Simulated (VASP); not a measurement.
# PbO2 (Fm-3m) in VASP: notebook

One crystal, PbO2, is run at these levels: RPBE, rev-vdW-DF2; tasks: single point, electrostatic potential.

Program: VASP 6.6.1. These are calculated values, not measurements. Logs are shortened: lines on timing, memory, paths and dates and some standing lists are left out, and cuts for length are marked.

### 1 The structure

The structure is cubic, space group Fm-3m (No. 225). The conventional cell has a = 5.404 Å, b = 5.404 Å, c = 5.404 Å, α = 90.00°, β = 90.00°, γ = 90.00°. Around Pb (site symmetry m-3m) lie 8 O at 2.34 Å. O (site symmetry -43m) has 4 Pb at 2.34 Å as nearest neighbours.

The cell comes from a database or a generator and needn't be the stable form of this composition.

### 2 Single point, RPBE

Input file run.py:

```python
from ase import Atoms
from ase.calculators.vasp import Vasp
from ase.dft.bandgap import bandgap

atoms = Atoms(
    ['Pb', 'O', 'O'],
    cell=[[0.0, 2.701992, 2.701992], [2.701992, 0.0, 2.701992], [2.701992, 2.701992, 0.0]],
    scaled_positions=[[0.0, 0.0, 0.0], [0.75, 0.75, 0.75], [0.25, 0.25, 0.25]],
    pbc=True,
)
calc = Vasp(
    directory='calc',
    xc='rpbe',
    pp='PBE',
    setups='recommended',
    prec='Accurate',
    encut=520,
    ediff=1e-06,
    ismear=0,
    sigma=0.05,
    lreal=False,
    lasph=True,
    nelm=100,
    algo='Normal',
    isif=2,
    lwave=False,
    lcharg=False,
    kpts=[9, 9, 9],
    gamma=True,
    nbands=20,
)
atoms.calc = calc

print('energy (eV):', atoms.get_potential_energy())
print('free energy (eV):', atoms.get_potential_energy(force_consistent=True))
print('forces (eV/A):')
print(atoms.get_forces())
print('stress (eV/A^3, Voigt):', atoms.get_stress())
print('Fermi level (eV):', calc.get_fermi_level())
gap, top, bottom = bandgap(calc)
print('band gap (eV):', gap, 'from (spin, k, band)', top, 'to', bottom)
```

Potentials or basis: VASP PAW PBE potentials, release 64 (Pb_d, O).

On the command line:

```sh
$ python run.py
```

Standard output:

```text
energy (eV): -14.39182051
free energy (eV): -14.39266207
forces (eV/A):
[[ 0.  0.  0.]
 [ 0.  0.  0.]
 [-0. -0. -0.]]
stress (eV/A^3, Voigt): [-0.02778717 -0.02778717 -0.02778717  0.         -0.         -0.        ]
Fermi level (eV): 5.73046621
band gap (eV): 0.0 from (spin, k, band) (None, None, None) to (None, None, None)
```

OUTCAR:

```text
ENCUT = 520.000000
   EDIFF = 1.00e-06
   GGA = RP
   PREC = Accurate
   ISIF = 2
   ISMEAR = 0
   NELM = 100
   LASPH = .TRUE.
   LREAL = .FALSE.

 ion  position               nearest neighbor table
   1  0.000  0.000  0.000-   2 2.34   2 2.34   2 2.34   3 2.34   3 2.34   3 2.34   3 2.34   2 2.34

   2  0.750  0.750  0.750-   1 2.34   1 2.34   1 2.34   1 2.34
   3  0.250  0.250  0.250-   1 2.34   1 2.34   1 2.34   1 2.34

  LATTYP: Found a face centered cubic cell.
 ALAT       =     5.4039840000

  Lattice vectors:

 A1 = (   0.0000000000,   2.7019920000,   2.7019920000)
 A2 = (   2.7019920000,   0.0000000000,   2.7019920000)
 A3 = (   2.7019920000,   2.7019920000,   0.0000000000)

Analysis of symmetry for initial positions (statically):
=====================================================================
 Subroutine PRICEL returns:
 Original cell was already a primitive cell.

 Routine SETGRP: Setting up the symmetry group for a
 face centered cubic supercell.

 Subroutine GETGRP returns: Found 48 space group operations
 (whereof 48 operations were pure point group operations)
 out of a pool of 48 trial point group operations.

The static configuration has the point symmetry O_h .

Analysis of symmetry for dynamics (positions and initial velocities):
=====================================================================
 Subroutine PRICEL returns:
 Original cell was already a primitive cell.

 Routine SETGRP: Setting up the symmetry group for a
 face centered cubic supercell.

 Subroutine GETGRP returns: Found 48 space group operations
 (whereof 48 operations were pure point group operations)
 out of a pool of 48 trial point group operations.

The dynamic configuration has the point symmetry O_h .

 Subroutine INISYM returns: Found 48 space group operations
 (whereof 48 operations are pure point group operations),
 and found     1 'primitive' translations

----------------------------------------------------------------------------------------

                                     Primitive cell

  volume of cell :      39.4532

  direct lattice vectors                    reciprocal lattice vectors
     0.000000000  2.701992000  2.701992000    -0.185048660  0.185048660  0.185048660
     2.701992000  0.000000000  2.701992000     0.185048660 -0.185048660  0.185048660
     2.701992000  2.701992000  0.000000000     0.185048660  0.185048660 -0.185048660

  length of vectors
     3.821193732  3.821193732  3.821193732     0.320513682  0.320513682  0.320513682

  position of ions in fractional coordinates (direct lattice)
     0.000000000  0.000000000  0.000000000
     0.750000000  0.750000000  0.750000000
     0.250000000  0.250000000  0.250000000

  ion indices of the primitive-cell ions
   primitive index   ion index
                 1           1
                 2           2
                 3           3

----------------------------------------------------------------------------------------

 KPOINTS: KPOINTS created by Atomic Simulation Env

Automatic generation of k-mesh.
 Grid dimensions read from file:
 generate k-points for:    9    9    9

 Generating k-lattice:

  Cartesian coordinates                     Fractional coordinates (reciprocal lattice)
    -0.020560962  0.020560962  0.020560962     0.111111111  0.000000000  0.000000000
     0.020560962 -0.020560962  0.020560962     0.000000000  0.111111111  0.000000000
     0.020560962  0.020560962 -0.020560962     0.000000000  0.000000000  0.111111111

  Length of vectors
     0.035612631  0.035612631  0.035612631

  Shift w.r.t. Gamma in fractional coordinates (k-lattice)
     0.000000000  0.000000000  0.000000000

 Subroutine IBZKPT returns following result:
 ===========================================

 Found     35 irreducible k-points:

 Following reciprocal coordinates:
            Coordinates               Weight
  0.000000  0.000000  0.000000      1.000000
  0.111111  0.000000  0.000000      8.000000
  0.222222  0.000000  0.000000      8.000000
  0.333333  0.000000  0.000000      8.000000
  0.444444  0.000000  0.000000      8.000000
  0.111111  0.111111  0.000000      6.000000
[... 16 lines left out ...]
 -0.333333  0.333333  0.000000     12.000000
  0.444444  0.444444  0.000000      6.000000
 [... further k-points ...]
   k-points           NKPTS =     35   k-points in BZ     NKDIM =     35   number of bands    NBANDS=     20
   number of dos      NEDOS =    301   number of ions     NIONS =      3
   total plane-waves  NPLWV =  21952
   dimension x,y,z NGX =    28 NGY =   28 NGZ =   28
   dimension x,y,z NGXF=    56 NGYF=   56 NGZF=   56
   ions per type =               1   2
   NGX,Y,Z   is equivalent  to a cutoff of  12.18, 12.18, 12.18 a.u.
   NGXF,Y,Z  is equivalent  to a cutoff of  24.36, 24.36, 24.36 a.u.
 SYSTEM =  unknown system
   PREC   = accura    normal or accurate (medium, high low for compatibility)
   ISTART =      0    job   : 0-new  1-cont  2-samecut
   ICHARG =      2    charge: 1-file 2-atom 10-const
   ISPIN  =      1    spin polarized calculation?
   LNONCOLLINEAR =      F non collinear calculations
   LSORBIT =      F    spin-orbit coupling
   LASPH  =      T    aspherical Exc in radial PAW
   ENCUT  =  520.0 eV  38.22 Ry    6.18 a.u.   7.10  7.10  7.10*2*pi/ulx,y,z
   NELM   =    100;   NELMIN=  2; NELMDL= -5     # of ELM steps
   EDIFF  = 0.1E-05   stopping-criterion for ELM
   LREAL  =      F    real-space projection
   EDIFFG = 0.1E-04   stopping-criterion for IOM
   NSW    =      0    number of steps for IOM
   IBRION =     -1    ionic relax: 0-MD 1-quasi-New 2-CG
   NFREE  =      0    steps in history (QN), initial steepest desc. (CG)
   ISIF   =      2    stress and relaxation
   ISYM   =      2    0-nonsym 1-usesym 2-fastsym
   POTIM  = 0.5000    time-step for ionic-motion
   TEBEG  =    0.0;   TEEND  =   0.0 temperature during run
   PSTRESS=    0.0 pullay stress
   NELECT =      26.0000    total number of electrons
   NUPDOWN=      -1.0000    fix difference up-down
   EMIN   =  10.00;   EMAX   =-10.00  energy-range for DOS
   EFERMI =   0.00;   METHOD = LEGACY
   ISMEAR =     0;   SIGMA  =   0.05  broadening in eV -4-tet -1-fermi 0-gaus
   EFERMI_NEDOS =   21; number of points for ismear=-14 and -15
   IALGO  =     38    algorithm
   IMIX   =      4    mixing-type and parameters
     AMIX     =   0.40;   BMIX     =  1.00
     AMIX_MAG =   1.60;   BMIX_MAG =  1.00
  volume/ion in A,a.u.               =      13.15        88.75
  Fermi-wavevector in a.u.,A,eV,Ry     =   1.424640  2.692180 27.614384  2.029600
  Thomas-Fermi vector in A             =   2.545110
   LORBIT       =      0    0 simple, 1 ext, 2 COOP (PROOUT), +10 PAW based schemes
   GGA     = RP    functional components
   LHFCALC =     F    Hartree Fock is set to
   AEXX    =    0.0000 exact exchange contribution
   IVDW    =     0    specifies the selected vdW correction
   LEPSILON=     F    determine dielectric tensor
   LRPA    =     F    only Hartree local field effects (RPA)
 non-spin polarized calculation
 Gauss-broadening in eV      SIGMA  =   0.05
  energy-cutoff  :      520.00
  volume of cell :       39.45
 maximum number of plane-waves:      1073
   NGX = 15   NGY = 15   NGZ = 15

 number of electron      25.9999989 magnetization

 Free energy of the ion-electron system (eV)
  ---------------------------------------------------
  ext. energy  EPLUGINS =         0.00000000
  ---------------------------------------------------
  free energy    TOTEN  =       -14.39266207 eV

  energy without entropy =      -14.39097895  energy(sigma->0) =      -14.39182051

 E-fermi :   5.7305     XC(G=0): -10.8959

 val. band max:        5.7251934810   @ k =  -0.3333   0.4444   0.2222
 cond. band min:       6.3046572910   @ k =  -0.1111   0.1111   0.0000
 fundamental gap:      0.5794638100
 Fermi energy:         5.7304662081

 k-point     1 :       0.0000    0.0000    0.0000
  band No.  band energies     occupation
      1     -12.7897      2.00000
      2     -10.0331      2.00000
      3      -9.9629      2.00000
      4      -9.9629      2.00000
      5      -9.9629      2.00000
      6      -9.7418      2.00000
[... 12 lines left out ...]
     19      21.4600      0.00000
     20      21.4600      0.00000

 k-point     2 :       0.1111    0.0000    0.0000
  band No.  band energies     occupation
      1     -12.6926      2.00000
      2     -10.5948      2.00000
      3      -9.9485      2.00000
      4      -9.9485      2.00000
      5      -9.7426      2.00000
      6      -9.7426      2.00000
[... 12 lines left out ...]
     19      21.3622      0.00000
     20      21.3622      0.00000

 k-point     3 :       0.2222    0.0000    0.0000
  band No.  band energies     occupation
      1     -12.4479      2.00000
      2     -11.0595      2.00000
      3      -9.9184      2.00000
      4      -9.9184      2.00000
      5      -9.7379      2.00000
      6      -9.7379      2.00000
[... 12 lines left out ...]
     19      21.1914      0.00000
     20      21.1914      0.00000

 k-point     4 :       0.3333    0.0000    0.0000
  band No.  band energies     occupation
      1     -12.2256      2.00000
      2     -11.2540      2.00000
      3      -9.8990      2.00000
      4      -9.8990      2.00000
      5      -9.7165      2.00000
      6      -9.7165      2.00000
[... 429 lines left out ...]
 k-point    23 :      -0.3333    0.3333    0.0000
  band No.  band energies     occupation
      1     -11.8988      2.00000
      2     -11.6658      2.00000
      3      -9.8022      2.00000
      4      -9.7712      2.00000
      5      -9.7288      2.00000
      6      -8.9834      2.00000
[... 12 lines left out ...]
     19      21.5535      0.00000
     20      23.5006      0.00000

 k-point    24 :       0.4444    0.4444    0.0000
  band No.  band energies     occupation
      1     -11.9843      2.00000
      2     -11.4763      2.00000
      3      -9.8549      2.00000
      4      -9.7236      2.00000
      5      -9.7236      2.00000
      6      -9.6807      2.00000
[... 12 lines left out ...]
     19      22.0207      0.00000
     20      22.7916      0.00000

 [... further k-points ...]

------------------------ aborting loop because EDIFF is reached ----------------------------------------

  FORCE on cell =-STRESS in cart. coord.  units (eV):
  Direction    XX          YY          ZZ          XY          YZ          ZX
  --------------------------------------------------------------------------------------
  -------------------------------------------------------------------------------------
  Total        1.0962923      1.0962923      1.0962923     -0.0000000     -0.0000000      0.0000000
  in kB       44.5199605     44.5199605     44.5199605     -0.0000000     -0.0000000      0.0000000
  external PRESSURE =      44.5199605 kB  Pullay stress =       0.0000000 kB

 VOLUME and BASIS-vectors are now :
 -----------------------------------------------------------------------------
  energy-cutoff  :      520.00
  volume of cell :       39.45
      direct lattice vectors                 reciprocal lattice vectors
     0.000000000  2.701992000  2.701992000    -0.185048660  0.185048660  0.185048660
     2.701992000  0.000000000  2.701992000     0.185048660 -0.185048660  0.185048660
     2.701992000  2.701992000  0.000000000     0.185048660  0.185048660 -0.185048660

 POSITION                                       TOTAL-FORCE (eV/Angst)
 -----------------------------------------------------------------------------------
      0.00000      0.00000      0.00000         0.000000      0.000000      0.000000
      4.05299      4.05299      4.05299         0.000000      0.000000      0.000000
      1.35100      1.35100      1.35100        -0.000000     -0.000000     -0.000000
 -----------------------------------------------------------------------------------
    total drift:                                0.000000     -0.000000      0.000000

  FREE ENERGIE OF THE ION-ELECTRON SYSTEM (eV)
  ---------------------------------------------------
  free  energy   TOTEN  =       -14.3926620704 eV

  energy  without entropy=      -14.3909789518  energy(sigma->0) =      -14.39182051
```

INCAR:

```text
ENCUT = 520.000000
SIGMA = 0.050000
EDIFF = 1.00e-06
ALGO = Normal
GGA = RP
PREC = Accurate
ISIF = 2
ISMEAR = 0
NBANDS = 20
NELM = 100
LASPH = .TRUE.
LCHARG = .FALSE.
LWAVE = .FALSE.
LREAL = .FALSE.
```

It took 19 s on 1 thread of Intel Xeon Platinum 8488C (Sapphire Rapids), shared host; peak memory 0.17 GiB.

What came out:

* Free energy: -14.3927 eV
* Pressure: 4.5 GPa
* Band gap on the k mesh: none (metal or under the smearing width)

Levels at points of the mesh, in eV from the Fermi level:
```tsv
k point	band 11	band 12	band 13	band 14	band 15	band 16
(0.00, 0.00, 0.00)	-1.92	-1.15	-1.15	-1.15	7.15	7.15
```

Caveat: the PAW data sets were made with another functional, which shifts forces and pressure a little. Spin-orbit coupling is left out, which matters for the levels of Pb.

### 3 Electrostatic potential, rev-vdW-DF2, spin-orbit coupling, no magnetisation (cell strained at random at fixed volume)

Input file INCAR:

```
SYSTEM = PbO2
PREC = Accurate
ENCUT = 520
EDIFF = 1E-6
ISMEAR = 0
SIGMA = 0.05
LREAL = .FALSE.
LASPH = .TRUE.
NELM = 100
ALGO = Fast
ISIF = 2
LWAVE = .FALSE.
LCHARG = .TRUE.
MAGMOM = 0 0 0 0 0 0 0 0 0
LORBIT = 11
LSORBIT = .TRUE.
GGA_COMPAT = .FALSE.
GGA = MK
LUSE_VDW = .TRUE.
AGGAC = 0.0
PARAM1 = 0.1234
PARAM2 = 0.711357
ZAB_VDW = -1.8867
LVHAR = .TRUE.
```

Input file KPOINTS:

```
Automatic mesh
0
G
  7 7 7
  0 0 0
```

Input file POSCAR:

```
PbO2
1.0
   -0.0351970000      2.7334690000      2.6958740000
    2.6016250000     -0.0196440000      2.6803220000
    2.6384700000      2.7547620000     -0.0564890000
Pb O
1 2
Direct
    0.0000000000      0.0000000000      0.0000000000
    0.7500000000      0.7500000000      0.7500000000
    0.2500000000      0.2500000000      0.2500000000
```

Potentials or basis: VASP PAW PBE potentials, release 64 (Pb_d, O).

On the command line:

```sh
$ cat potpaw_PBE.64/Pb_d/POTCAR potpaw_PBE.64/O/POTCAR > POTCAR
$ mpirun -np 1 vasp_ncl > vasp.out
```

OUTCAR:

```text
SYSTEM = PbO2
   PREC = Accurate
   ENCUT = 520
   EDIFF = 1E-6
   ISMEAR = 0
   LREAL = .FALSE.
   LASPH = .TRUE.
   NELM = 100
   ISIF = 2
   LORBIT = 11
   LSORBIT = .TRUE.
   GGA = MK

 ion  position               nearest neighbor table
   1  0.000  0.000  0.000-   2 2.31   3 2.31   2 2.33   3 2.33   2 2.35   3 2.35   2 2.37   3 2.37

   2  0.750  0.750  0.750-   1 2.31   1 2.33   1 2.35   1 2.37
   3  0.250  0.250  0.250-   1 2.31   1 2.33   1 2.35   1 2.37

  LATTYP: Found a triclinic cell.
 ALAT       =     3.8148956243
 B/A-ratio  =     1.0215964308
 C/A-ratio  =     1.0064177380
 COS(alpha) =     0.0136574432
 COS(beta)  =     0.4973706742
 COS(gamma) =     0.5309917501

  Lattice vectors:

 A1 = (   2.6384700000,   2.7547620000,  -0.0564890000)
 A2 = (   0.0368450000,   2.7744060000,  -2.7368110000)
 A3 = (  -0.0351970000,   2.7334690000,   2.6958740000)

Analysis of symmetry for initial positions (statically):
=====================================================================
[... 1138 lines left out ...]
     0.0000000    -0.0385809     0.0000000    -0.0386869     0.0000000
    -0.0124610    -0.0124467    -0.0386869     0.0000000    -0.0129064
    -0.0515403    -0.0128598     0.0000000    -0.0129064     0.0000000
 l=   3
     0.0000000     0.0000000     0.0000000     0.0000000     0.0000000     0.0000000     0.0000000
     0.0000000     0.0000000     0.0000000     0.0000000     0.0000000     0.0000000     0.0000000
     0.0000000     0.0000000     0.0000000     0.0000000     0.0000000     0.0000000     0.0000000
     0.0000000     0.0000000     0.0000000     0.0000000     0.0000000     0.0000000     0.0000000
[... 29 lines left out ...]
 l=   2
     0.0000000     0.0000000     0.0000000     0.0000000     0.0000000
     0.0000000     0.0000000     0.0000000     0.0000000     0.0000000
     0.0000000     0.0000000     0.0000000     0.0000000     0.0000000
     0.0000000     0.0000000     0.0000000     0.0000000     0.0000000
     0.0000000     0.0000000     0.0000000     0.0000000     0.0000000
 l=   3
     0.0000000     0.0000000     0.0000000     0.0000000     0.0000000     0.0000000     0.0000000
     0.0000000     0.0000000     0.0000000     0.0000000     0.0000000     0.0000000     0.0000000
     0.0000000     0.0000000     0.0000000     0.0000000     0.0000000     0.0000000     0.0000000
     0.0000000     0.0000000     0.0000000     0.0000000     0.0000000     0.0000000     0.0000000
     0.0000000     0.0000000     0.0000000     0.0000000     0.0000000     0.0000000     0.0000000
     0.0000000     0.0000000     0.0000000     0.0000000     0.0000000     0.0000000     0.0000000
     0.0000000     0.0000000     0.0000000     0.0000000     0.0000000     0.0000000     0.0000000

 total charge

# of ion       s       p       d       tot
------------------------------------------
    1        1.053   0.672   9.980  11.705
    2        1.588   3.334   0.000   4.922
    3        1.588   3.334   0.000   4.922
--------------------------------------------------
tot          4.229   7.340   9.980  21.549

 magnetization (x)

# of ion       s       p       d       tot
------------------------------------------
    1       -0.000  -0.000   0.000  -0.000
    2        0.000   0.000   0.000   0.000
    3        0.000   0.000   0.000   0.000
--------------------------------------------------
tot         -0.000   0.000   0.000   0.000

 magnetization (y)

# of ion       s       p       d       tot
------------------------------------------
    1       -0.000   0.000  -0.000   0.000
    2        0.000  -0.000   0.000  -0.000
    3        0.000  -0.000   0.000  -0.000
--------------------------------------------------
tot         -0.000  -0.000  -0.000  -0.000

 magnetization (z)

# of ion       s       p       d       tot
------------------------------------------
    1       -0.000  -0.000   0.000  -0.000
    2       -0.000   0.000   0.000   0.000
    3       -0.000   0.000   0.000   0.000
--------------------------------------------------
tot         -0.000   0.000   0.000   0.000
```

stdout:

```text
POSCAR found type information on POSCAR PbO
 POSCAR found :  2 types and       3 ions
 scaLAPACK will be used
 -----------------------------------------------------------------------------
|                                                                             |
|                                                                             |
|     You have switched on vdW-DFT.                                           |
[... 16 lines left out ...]
 -----------------------------------------------------------------------------

 LDA part: xc-table for (Slater+PW92), standard interpolation
 POSCAR, INCAR and KPOINTS ok, starting setup
 FFT: planning ... GRIDC
 FFT: planning ... GRID_SOFT
 FFT: planning ... GRID
 WAVECAR not read
 entering main loop
```

Run time: 10 min. Hardware: 1 thread of Intel Xeon Platinum 8488C (Sapphire Rapids), shared host; peak memory 0.69 GiB.

What came out:

* Free energy: -10.5510 eV
* Pressure: -2.0 GPa
* Largest force: 0.047 eV/Å
* Valence electrons inside the program's atomic spheres: Pb 11.71; O 4.92

Forces in eV/Å, atoms in the order of the input:
```
Pb   0.000  0.000  0.000
O   -0.041 -0.022 -0.002
O    0.041  0.022  0.002
```

Caveat: the PAW data sets were made with another functional, which shifts forces and pressure a little.
